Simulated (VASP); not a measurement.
Wanted: the native input for a VASP 6.6.1 run.

```yaml
Task: band structure
Functional: PBEsol
Dispersion: D3
Potentials_or_basis: VASP PAW PBE potentials, release 64 (Fe)
Cutoff: 500 eV
k_mesh: 12 × 12 × 7
Occupations: methfessel-paxton, width 0.2 eV
Spin: collinear spin, ferromagnetic start
Starting_moments: "[3.0, 3.0] μB"
Hubbard_terms: Fe d U = 2 eV, J = 0.5 eV
LDAUTYPE: 1
Hund's_J: 0.5
Further_INCAR_settings: ALGO = Normal; EDIFF = 1e-06
```

The structure of Fe lies in POSCAR:

```
Fe
 1.0000000000000000
     2.4341575899999999    0.0000000000000000    0.0000000000000000
    -1.2170787949999995    2.1080423097547061    0.0000000000000000
     0.0000000000000000    0.0000000000000000    3.8419344700000000
 Fe 
   2
Cartesian
  1.2170787951217079  0.7026807698479672  2.8814508525000000
 -0.0000000001217076  1.4053615399067390  0.9604836175000000
```

This isn't the form of Fe at room conditions, which is bcc.

One way to write it, as run:

Fe.cif

```cif
data_Fe
_cell_length_a 2.43415759
_cell_length_b 2.43415759
_cell_length_c 3.84193447
_cell_angle_alpha 90.00000000
_cell_angle_beta 90.00000000
_cell_angle_gamma 120.00000000
_space_group_name_H-M_alt 'P6_3/mmc'
_space_group_name_Hall '-P 6c 2c'
_space_group_IT_number 194
loop_
_space_group_symop_operation_xyz
'x,y,z'
'-x,-y,-z'
'x-y,x,z+1/2'
'-x+y,-x,-z+1/2'
'-y,x-y,z'
'y,-x+y,-z'
'-x,-y,z+1/2'
'x,y,-z+1/2'
'-x+y,-x,z'
'x-y,x,-z'
'y,-x+y,z+1/2'
'-y,x-y,-z+1/2'
'-y,-x,-z+1/2'
'y,x,z+1/2'
'-x,-x+y,-z'
'x,x-y,z'
'-x+y,y,-z+1/2'
'x-y,-y,z+1/2'
'y,x,-z'
'-y,-x,z'
'x,x-y,-z+1/2'
'-x,-x+y,z+1/2'
'x-y,-y,-z'
'-x+y,y,z'
loop_
_atom_site_label
_atom_site_type_symbol
_atom_site_symmetry_multiplicity
_atom_site_Wyckoff_symbol
_atom_site_fract_x
_atom_site_fract_y
_atom_site_fract_z
_atom_site_occupancy
Fe1 Fe 2 c 0.6666666667 0.3333333333 0.7500000000 1
```

INCAR.step1

```
SYSTEM = Fe
ALGO = Normal
EDIFF = 1E-6
ENCUT = 500
GGA = PS
ISIF = 2
ISMEAR = 1
ISPIN = 2
IVDW = 11
LASPH = .TRUE.
LCHARG = .TRUE.
LDAU = .TRUE.
LDAUJ = 0.5
LDAUL = 2
LDAUPRINT = 1
LDAUTYPE = 1
LDAUU = 2
LMAXMIX = 4
LORBIT = 11
LREAL = .FALSE.
LWAVE = .FALSE.
MAGMOM = 3 3
NELM = 150
PREC = Accurate
SIGMA = 0.2
```

KPOINTS.step1

```
k-points
0
G
  12 12 7
  0 0 0
```

INCAR.step2

```
SYSTEM = Fe
ALGO = Normal
EDIFF = 1E-6
ENCUT = 500
GGA = PS
ICHARG = 11
ISIF = 2
ISMEAR = 0
ISPIN = 2
IVDW = 11
LASPH = .TRUE.
LCHARG = .FALSE.
LDAU = .TRUE.
LDAUJ = 0.5
LDAUL = 2
LDAUPRINT = 1
LDAUTYPE = 1
LDAUU = 2
LMAXMIX = 4
LORBIT = 11
LREAL = .FALSE.
LWAVE = .FALSE.
MAGMOM = 3 3
NELM = 150
PREC = Accurate
SIGMA = 0.05
```

KPOINTS.step2

```
path GMKGALHA,LM,KH
10
line-mode
reciprocal
 0.0000000000  0.0000000000  0.0000000000  G
 0.5000000000  0.0000000000  0.0000000000  M

 0.5000000000  0.0000000000  0.0000000000  M
 0.3333333333  0.3333333333  0.0000000000  K

 0.3333333333  0.3333333333  0.0000000000  K
 0.0000000000  0.0000000000  0.0000000000  G

 0.0000000000  0.0000000000  0.0000000000  G
 0.0000000000  0.0000000000  0.5000000000  A

 0.0000000000  0.0000000000  0.5000000000  A
 0.5000000000  0.0000000000  0.5000000000  L

 0.5000000000  0.0000000000  0.5000000000  L
 0.3333333333  0.3333333333  0.5000000000  H

 0.3333333333  0.3333333333  0.5000000000  H
 0.0000000000  0.0000000000  0.5000000000  A

 0.5000000000  0.0000000000  0.5000000000  L
 0.5000000000  0.0000000000  0.0000000000  M

 0.3333333333  0.3333333333  0.0000000000  K
 0.3333333333  0.3333333333  0.5000000000  H
```

Potentials or basis: VASP PAW PBE potentials, release 64 (Fe).

Run with:

```console
$ ase convert -i cif -o vasp Fe.cif POSCAR
$ cat potpaw_PBE.64/Fe/POTCAR > POTCAR
$ cp INCAR.step1 INCAR
$ cp KPOINTS.step1 KPOINTS
$ mpirun -np 1 vasp_std > vasp.out
$ cp INCAR.step2 INCAR
$ cp KPOINTS.step2 KPOINTS
$ mpirun -np 1 vasp_std > vasp.out
```

Results of the run:

```yaml
Band_gap_along_the_path: none (metal or under the smearing width)
Net_moment: 5.02 μB per cell
Dispersion_energy_per_atom: -0.293 eV
```

Caveat: the log is that of the step along the path at fixed density, whose energy, stress, charges and moments have no meaning; the U is typed as a test and isn't derived for this compound.

Run time: 88 s on 1 thread of Intel(R) Xeon(R) Platinum 8259CL CPU @ 2.50GHz (Skylake/Cascade Lake) (shared host), peak memory 0.17 GiB.
